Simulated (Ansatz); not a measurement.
The system is BeTe.

```
Te Be
1.0
     0.00000    2.77000    2.77000
     2.77000    0.00000    2.77000
     2.77000    2.77000    0.00000
Te Be
1 1
Cartesian
  4.1550 4.1550 4.1550
  0.0000 0.0000 0.0000
```

| Item | Value |
| --- | --- |
| Program | Ansatz 0.2.0 |
| Task | relaxation of cell and atoms |
| Functional | HSEsol |
| Potentials or basis | Ansatz PAW |
| Cutoff | 420 eV (not typed: the program's choice for these potentials) |
| k mesh | 4 × 4 × 4 |
| Occupations | fermi-dirac, width 0.05 eV |
| Spin | no spin polarisation |

At the start: volume 21.25 Å³/atom.

How do energy, volume and symmetry change on relaxing?

It ends after 4 steps and the volume is 22.06 Å³/atom (+3.8 %); space group F-43m (No. 216, to 0.05 Å).

Step by step:
```tsv
step	energy change (eV)	largest force (eV/Å)	volume (Å³)
1	0.0000	0.0000	42.51
2	-0.0100	0.0000	44.68
3	-0.0115	0.0000	44.12
4	-0.0118	0.0000	44.12
```

Final structure:
```
CELL_PARAMETERS angstrom
0.00000 2.80466 2.80466
2.80466 0.00000 2.80466
2.80466 2.80466 0.00000
ATOMIC_POSITIONS crystal
Te 0.75000 0.75000 0.75000
Be 0.00000 0.00000 0.00000
```

Caveat: the k mesh is coarse (spacing up to 0.49 Å⁻¹), so the values aren't converged, least of all with exact exchange; the plane-wave basis is chosen anew once the cell has moved, so the energies of steps on either side of that aren't comparable; the PAW data sets come from PBE, with cores solved anew for the run's functional, which leaves a small shift of forces and pressure.
